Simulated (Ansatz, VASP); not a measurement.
Given: the input of a run of VASP 6.6.1 on CuO.

INCAR

```
SYSTEM = CuO
  PREC = Accurate
  ENCUT = 520
  EDIFF = 1E-6
  ISMEAR = -1
  SIGMA = 0.05
  LREAL = .False.
  LASPH = .True.
  NELM = 80
  ALGO = Normal
  ISIF = 2
  LWAVE = .False.
  LCHARG = .True.
  GGA = PS
  LELF = .True.
  LVHAR = .True.
  NBANDS = 16
```

KPOINTS

```
regular mesh
0
Gamma
  10 10 10
  0 0 0
```

The input POSCAR:

```
CuO
1.0
    0.0000000000      2.3578779885      2.3578779885
    2.3578779885      0.0000000000      2.3578779885
    2.3578779885      2.3578779885      0.0000000000
Cu O
1 1
Direct
    0.0000000000      0.0000000000      0.0000000000
    0.2500000000      0.2500000000      0.2500000000
```

Potentials or basis: VASP PAW PBE potentials, release 64 (Cu, O).

The run is started by

```sh
$ cat potpaw_PBE.64/Cu/POTCAR potpaw_PBE.64/O/POTCAR > POTCAR
$ mpirun -np 1 vasp_std > vasp.out
```

**Question.** Translate it to Ansatz 0.2.0. Potentials there: Ansatz PAW.

**Answer.** As run (the cutoff follows the program's own potentials):

input.yaml

```yaml
crystal:
  lattice:
    - [0.0, 2.3578779885, 2.3578779885]
    - [2.3578779885, 0.0, 2.3578779885]
    - [2.3578779885, 2.3578779885, 0.0]
  atoms:
    - { symbol: Cu, position: [0.0, 0.0, 0.0] }
    - { symbol: O, position: [0.25, 0.25, 0.25] }
hamiltonian:
  xc: pbesol
  pseudopotentials: { kind: paw }
kpoints:
  mp_grid: { grid: [10, 10, 10] }
scf:
  occupations: { method: fermi_dirac, width: 0.05 }
output:
  forces: true
  stress: true
  eigenvalues: true
```

Potentials or basis: Ansatz PAW.

The run is started by

```console
$ ansatz run input.yaml --threads 2 --pin off --max-ram 5632MiB --backend cpu --events-out ev --progress --plain --runs-dir out
```

Both were run:

|  | VASP | Ansatz | Ansatz less VASP |
| --- | --- | --- | --- |
| gap on the k mesh at the Fermi level (eV) | none | none | - |
| pressure (GPa) | -18.0 | -18.3 | -0.37 |

A gap of «none» marks a metal or a gap that the smearing closes. The two sets of potentials don't hold the same shells in valence.

Caveats: an odd number of electrons without spin polarisation forces a metal; a magnetic or distorted state may lie lower; the run has no spin polarisation, though such a crystal can be magnetic; semilocal functionals often make such compounds metallic where correlation or magnetic order opens a gap, which also shifts bond lengths; so large a pressure means that the cell lies far from this level's equilibrium, or that cutoff or potentials fall short (VASP); the potentials were made for another functional, which shifts forces and pressure (VASP); the pressure holds a Pulay correction of +0.6 GPa for the finite cutoff (Ansatz).
